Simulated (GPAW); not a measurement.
**PtS2: band structure with LDA**

The system is PtS2.

```
Pt S
1.0
     3.54320    0.00000    0.00000
    -1.77160    3.06850    0.00000
     0.00000    0.00000    5.03880
Pt S
1 2
Direct
  0.00000 0.00000 0.00000
  0.66667 0.33333 0.77300
  0.33333 0.66667 0.22700
```

```json
{
  "Program": "GPAW 26.7.0",
  "Task": "band structure",
  "Functional": "LDA",
  "Potentials or basis": "the program's PAW data sets (release 1.2.1) made for this functional",
  "Cutoff": "600 eV",
  "Basis": "pw",
  "k mesh": "7 × 7 × 4",
  "Occupations": "fermi-dirac, width 0.05 eV",
  "Spin": "no spin polarisation",
  "Maxiter": "150",
  "Band path": "GMKGALHA,LM,KH",
  "Band points": "60"
}
```

- Pressure: 3.1 GPa
- Largest force: 0.764 eV/Å
- Band gap on the k mesh: 0.70 eV, indirect (least direct gap 0.86 eV)
- Band gap along the path: 0.90 eV, indirect (least direct gap 1.45 eV)

Forces in eV/Å, atoms in the order of the input:
```
Pt   0.000  0.000  0.000
S    0.000  0.000 -0.764
S    0.000  0.000  0.764
```

Levels at the corners of the path, in eV from the valence-band top:
| point | band 12 | band 13 | band 14 | band 15 | band 16 | band 17 |
| --- | --- | --- | --- | --- | --- | --- |
| Γ | -1.11 | -1.11 | -0.12 | 2.42 | 2.42 | 4.63 |
| M | -3.26 | -3.02 | -2.35 | 1.69 | 2.81 | 5.39 |
| K | -2.69 | -1.49 | -1.49 | 0.94 | 0.94 | 5.56 |
| Γ | -1.11 | -1.11 | -0.12 | 2.42 | 2.42 | 4.63 |
| A | -1.30 | -1.30 | -0.88 | 2.90 | 2.90 | 5.32 |
| L | -3.08 | -2.74 | -1.33 | 2.04 | 2.28 | 5.27 |
| H | -3.57 | -1.90 | -1.90 | 2.18 | 2.18 | 7.20 |
| A | -1.30 | -1.30 | -0.88 | 2.90 | 2.90 | 5.32 |
| L | -3.08 | -2.74 | -1.33 | 2.04 | 2.28 | 5.27 |
| M | -3.26 | -3.02 | -2.35 | 1.69 | 2.81 | 5.39 |
| K | -2.69 | -1.49 | -1.49 | 0.94 | 0.94 | 5.56 |
| H | -3.57 | -1.90 | -1.90 | 2.18 | 2.18 | 7.20 |

Run time: 59 s on 1 thread of Arm Neoverse V2, with other jobs on the host, peak memory 0.29 GiB.

Caveat: spin-orbit coupling is left out, which moves the levels of the heavy elements.
